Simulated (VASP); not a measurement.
# BeTe (F-43m) in VASP: notebook, part 2 of 2

VASP 6.6.1.

## (3) Relaxation of cell and atoms, PBE

This run uses another cell than the first one, of 22.76 Å³/atom, 1.071 times its volume.

INCAR reads:

```
  PREC = Accurate
  ENCUT = 600
  EDIFF = 1E-7
  ISMEAR = 0
  SIGMA = 0.03
  LREAL = F
  LASPH = T
  NELM = 80
  ALGO = Normal
  ISIF = 3
  LWAVE = F
  LCHARG = F
  GGA = PE
  IBRION = 2
  NSW = 90
  EDIFFG = -0.005
```

KPOINTS reads:

```
regular mesh
0
Gamma
  8 8 8
```

POSCAR reads:

```
BeTe                                    
1.0
    0.0000000000      2.8339897376      2.8339897376
    2.8339897376     -0.0000000000      2.8339897376
    2.8339897376      2.8339897376     -0.0000000000
  Be              Te            
     1     1
Direct
     0.0000000000000000    0.0000000000000000    0.0000000000000000
     0.2500000000000000    0.2500000000000000    0.2500000000000000
```

Potentials or basis: VASP PAW PBE potentials, release 64 (Be, Te).

On the command line:

```bash
$ cat potpaw_PBE.64/Be/POTCAR potpaw_PBE.64/Te/POTCAR > POTCAR
$ mpirun -np 1 vasp_std > vasp.out
```

Run time: 13 s. Hardware: 1 thread of Intel Xeon Platinum 8175M at 2.50GHz (Skylake/Cascade Lake), shared host; peak memory 0.18 GiB.

It converged, with:

* Free energy: -7.6245 eV
* Pressure after relaxing: 0.0 GPa
* Band gap on the k mesh: 2.02 eV, indirect (least direct gap 3.63 eV)

Final structure:
```
Be Te
1.0
     0.00000    2.83399    2.83399
     2.83399    0.00000    2.83399
     2.83399    2.83399    0.00000
Be Te
1 1
Direct
  0.00000 0.00000 0.00000
  0.25000 0.25000 0.25000
```

Levels at points of the mesh, in eV from the valence-band top:
| k point | band 2 | band 3 | band 4 | band 5 | band 6 | band 7 |
| --- | --- | --- | --- | --- | --- | --- |
| (0.00, 0.00, 0.00) | 0.00 | 0.00 | 0.00 | 3.63 | 3.63 | 3.63 |
| (0.50, 0.00, 0.00) | -5.42 | -1.10 | -1.10 | 3.03 | 4.60 | 4.60 |
| (0.50, 0.50, 0.00) | -5.01 | -2.57 | -2.57 | 2.02 | 2.69 | 9.58 |

Caveat: the relaxation stopped at its first step, so nothing moved; spin-orbit coupling is left out, which moves the levels of the heavy elements. A k mesh can miss the band edges.

## (4) Relaxation of cell and atoms, LDA

INCAR reads:

```
ALGO = Normal
EDIFF = 1E-6
EDIFFG = -0.01
ENCUT = 600
GGA = CA
IBRION = 2
ISIF = 3
ISMEAR = 0
LASPH = True
LCHARG = False
LREAL = False
LWAVE = False
NELM = 80
NSW = 90
PREC = Accurate
SIGMA = 0.03
```

KPOINTS reads:

```
k-points
0
Gamma
  8 8 8
```

POSCAR reads:

```
BeTe
1.0
    0.0000000000      2.7700000000      2.7700000000
    2.7700000000      0.0000000000      2.7700000000
    2.7700000000      2.7700000000      0.0000000000
Be Te
1 1
Direct
    0.0000000000      0.0000000000      0.0000000000
    0.2500000000      0.2500000000      0.2500000000
```

Potentials or basis: VASP PAW LDA potentials, release 64 (Be, Te).

On the command line:

```bash
$ cat potpaw_LDA.64/Be/POTCAR potpaw_LDA.64/Te/POTCAR > POTCAR
$ mpirun -np 1 vasp_std > vasp.out
```

OUTCAR:

```text
EDIFF = 1E-6
   EDIFFG = -0.01
   ENCUT = 600
   GGA = CA
   IBRION = 2
   ISIF = 3
   ISMEAR = 0
   LASPH = True
   LREAL = False
   NELM = 80
   NSW = 90
   PREC = Accurate

 ion  position               nearest neighbor table
   1  0.000  0.000  0.000-   2 2.40   2 2.40   2 2.40   2 2.40
   2  0.250  0.250  0.250-   1 2.40   1 2.40   1 2.40   1 2.40

  LATTYP: Found a face centered cubic cell.
 ALAT       =     5.5400000000

  Lattice vectors:

 A1 = (   0.0000000000,   2.7700000000,   2.7700000000)
 A2 = (   2.7700000000,   0.0000000000,   2.7700000000)
 A3 = (   2.7700000000,   2.7700000000,   0.0000000000)

Analysis of symmetry for initial positions (statically):
=====================================================================
 Subroutine PRICEL returns:
 Original cell was already a primitive cell.
[... 259 lines left out ...]
 fundamental gap:      1.7805152911
 Fermi energy:         5.4893163716

 k-point     1 :       0.0000    0.0000    0.0000
  band No.  band energies     occupation
      1      -7.1992      2.00000
      2       5.3689      2.00000
      3       5.3689      2.00000
      4       5.3689      2.00000
      5       8.9220      0.00000
      6       8.9220      0.00000
      7       8.9220      0.00000
      8       9.3682      0.00000
[... 243 lines left out ...]
 k-point    24 :      -0.3750    0.2500    0.1250
  band No.  band energies     occupation
      1      -5.5180      2.00000
      2       0.0432      2.00000
      3       2.3437      2.00000
      4       3.3514      2.00000
      5       9.4908      0.00000
      6       9.7659      0.00000
      7      12.1027      0.00000
      8      13.1606      0.00000

 [... further k-points ...]

------------------------ aborting loop because EDIFF is reached ----------------------------------------

  FORCE on cell =-STRESS in cart. coord.  units (eV):
  Direction    XX          YY          ZZ          XY          YZ          ZX
  --------------------------------------------------------------------------------------
  -------------------------------------------------------------------------------------
  Total       -0.0009440     -0.0009440     -0.0009440      0.0000000      0.0000000     -0.0000000
  in kB       -0.0351516     -0.0351516     -0.0351516      0.0000000      0.0000000     -0.0000000
  external PRESSURE =      -0.0351516 kB  Pullay stress =       0.0000000 kB
[... 17 lines left out ...]
  FREE ENERGIE OF THE ION-ELECTRON SYSTEM (eV)
  ---------------------------------------------------
  free  energy   TOTEN  =        -8.7266950647 eV

  energy  without entropy=       -8.7266950646  energy(sigma->0) =       -8.72669506

 reached required accuracy - stopping structural energy minimisation
```

OSZICAR:

```text
N       E                     dE             d eps       ncg     rms          rms(c)
DAV:   1     0.213832993167E+02    0.21383E+02   -0.37073E+03   464   0.906E+02
DAV:   2    -0.814338217762E+01   -0.29527E+02   -0.28479E+02   648   0.101E+02
DAV:   3    -0.894581781226E+01   -0.80244E+00   -0.80244E+00   568   0.222E+01
[... 19 lines left out ...]
DAV:   2    -0.872673460487E+01    0.15935E-03   -0.36374E-04   472   0.107E-01    0.331E-02
DAV:   3    -0.872669784486E+01    0.36760E-04   -0.15656E-04   536   0.621E-02    0.176E-02
DAV:   4    -0.872669620093E+01    0.16439E-05   -0.35963E-06   496   0.144E-02    0.139E-02
DAV:   5    -0.872669507318E+01    0.11277E-05   -0.21723E-06   456   0.800E-03    0.230E-03
DAV:   6    -0.872669506466E+01    0.85214E-08   -0.15174E-07   232   0.254E-03
   3 F= -.87266951E+01 E0= -.87266951E+01  d E =-.126272E-02
```

Wall time 15 s (1 thread of Intel Xeon Platinum 8375C at 2.90GHz (Ice Lake), shared host); peak memory 0.16 GiB.

What came out:

* Free energy: -8.7267 eV
* Relaxed volume: 21.51 Å³/atom
* Relaxed cell: a = 3.933 Å, b = 3.933 Å, c = 3.933 Å, α = 60.00°, β = 60.00°, γ = 60.00°
* Space group after relaxing (to 0.05 Å): F-43m (No. 216)
* Energy gained by relaxing: 0.6 meV/atom
* Ionic steps: 3
* Pressure after relaxing: 0.0 GPa
* Band gap on the k mesh: 1.78 eV, indirect (least direct gap 3.55 eV)

The path:
```csv
step,energy change (eV),largest force (eV/Å),pressure (GPa),volume (Å³)
1,0.0000,0.0000,0.79,42.51
2,-0.0012,0.0000,-0.19,43.16
3,-0.0013,0.0000,0.00,43.03
```

Final structure:
```
Be Te
1.0
     0.00000    2.78122    2.78122
     2.78122    0.00000    2.78122
     2.78122    2.78122    0.00000
Be Te
1 1
Cartesian
  0.0000 0.0000 0.0000
  1.3906 1.3906 1.3906
```

Caveat: spin-orbit coupling is left out, which moves the levels of the heavy elements. A k mesh can miss the band edges.

## (5) Relaxation of cell and atoms, LDA

This run uses another cell than the first one, of 21.51 Å³/atom, 1.012 times its volume.

INCAR: that of step 4 with these lines changed.

```diff
@@ -1,4 +1,4 @@
 ALGO = Normal
-EDIFF = 1E-6
-EDIFFG = -0.01
+EDIFF = 1E-7
+EDIFFG = -0.005
 ENCUT = 600
```

KPOINTS is that of step 4.

POSCAR reads:

```
BeTe                                    
1.0
   -0.0000000000      2.7812175367      2.7812175367
    2.7812175367     -0.0000000000      2.7812175367
    2.7812175367      2.7812175367      0.0000000000
  Be              Te            
     1     1
Direct
     0.0000000000000000    0.0000000000000000    0.0000000000000000
     0.2500000000000000    0.2500000000000000    0.2500000000000000
```

On the command line:

```bash
$ cat potpaw_LDA.64/Be/POTCAR potpaw_LDA.64/Te/POTCAR > POTCAR
$ mpirun -np 1 vasp_std > vasp.out
```

It took 7.4 s on 1 thread of Intel Xeon Platinum 8375C at 2.90GHz (Ice Lake), shared host; peak memory 0.16 GiB.

Results (log left out):

```yaml
Free_energy: -8.7267 eV
Pressure_after_relaxing: 0.0 GPa
Band_gap_on_the_k_mesh: 1.78 eV, indirect (least direct gap 3.55 eV)
```

Final structure:
```xyz
2
Lattice="0.0000 2.7812 2.7812 2.7812 0.0000 2.7812 2.7812 2.7812 0.0000" Properties=species:S:1:pos:R:3 pbc="T T T"
Be    0.0000    0.0000    0.0000
Te    1.3906    1.3906    1.3906
```

Levels at points of the mesh, in eV from the valence-band top:
```tsv
k point	band 1	band 2	band 3	band 4	band 5	band 6	band 7	band 8
(0.00, 0.00, 0.00)	-12.57	0.00	0.00	0.00	3.55	3.55	3.55	4.00
(0.50, 0.00, 0.00)	-11.14	-5.77	-1.19	-1.19	3.15	4.54	4.54	7.63
(0.50, 0.50, 0.00)	-10.62	-5.28	-2.79	-2.79	1.78	2.60	9.83	9.83
```

Caveat: the relaxation stopped at its first step, so nothing moved; spin-orbit coupling is left out, which moves the levels of the heavy elements. A k mesh can miss the band edges.
